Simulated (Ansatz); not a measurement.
Consider InN in the wurtzite structure (space group P6_3mc, No. 186; a = 3.5475 Å, c = 5.7226 Å). Axes: x lies along a and z along c of the hexagonal cell.

Level of theory: r2SCAN (Ansatz, a quantum-chemistry and plane-wave program; PAW; 500 eV plane waves; no spin-orbit coupling).

Before the change:

```
Property                         Value
-----------------------------  -------
Shortest interatomic distance  2.161 Å
```

The change: uniaxial stress, 8 GPa compression along z; all other stress components relax to zero.

Question: What does the calculation give for the shortest interatomic distance after the change?

Answer: The shortest interatomic distance decreases by 0.0079 Å (2.161 Å → 2.154 Å).

Question: How does this affect the strain response?

Answer: The strain response (xx, yy, zz) amounts to (+1.67, +1.67, −5.49) %.

Question: Estimate the effect on the energy relative to the base.

Answer: The energy goes up by 24 meV/atom.

Beyond what the load breaks, stability against distortions was not tested.
